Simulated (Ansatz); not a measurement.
Crystal: TiTe.

```
Ti Te
1.0
     0.00000    3.05007    3.05007
     3.05007    0.00000    3.05007
     3.05007    3.05007    0.00000
Ti Te
1 1
Direct
  0.50000 0.50000 0.50000
  0.00000 0.00000 0.00000
```

The cell comes from a database or a generator and needn't be the stable form of this composition.

* Program: Ansatz 0.2.0
* Task: relaxation of cell and atoms
* Functional: PBEsol
* Potentials or basis: Ansatz PAW
* Cutoff: 420 eV (not typed: the program's choice for these potentials)
* k mesh: 8 × 8 × 8
* Occupations: fermi-dirac, width 0.05 eV
* Spin: no spin polarisation

At the start: volume 28.37 Å³/atom.

Problem. How do energy, volume and symmetry change on relaxing?

Solution. It ends after 6 steps and the volume is 21.54 Å³/atom (-24.1 %); space group Fm-3m (No. 225, to 0.05 Å).

Step by step:
```csv
step,energy change (eV),largest force (eV/Å),volume (Å³)
1,0.0000,0.0000,56.75
2,-0.5544,0.0000,48.85
3,-0.7142,0.0000,41.72
4,-0.7256,0.0000,43.39
5,-0.7263,0.0000,43.08
6,-0.7248,0.0000,43.08
```

Final structure:
```
CELL_PARAMETERS angstrom
0.00000 2.78234 2.78234
2.78234 0.00000 2.78234
2.78234 2.78234 0.00000
ATOMIC_POSITIONS crystal
Ti 0.50000 0.50000 0.50000
Te 0.00000 0.00000 0.00000
```

Caveat: the volume moved by over 15 % at a fixed basis, so the end points are rough; the plane-wave basis is chosen anew once the cell has moved, so the energies of steps on either side of that aren't comparable; the PAW data sets come from PBE, with cores solved anew for the run's functional, which leaves a small shift of forces and pressure.
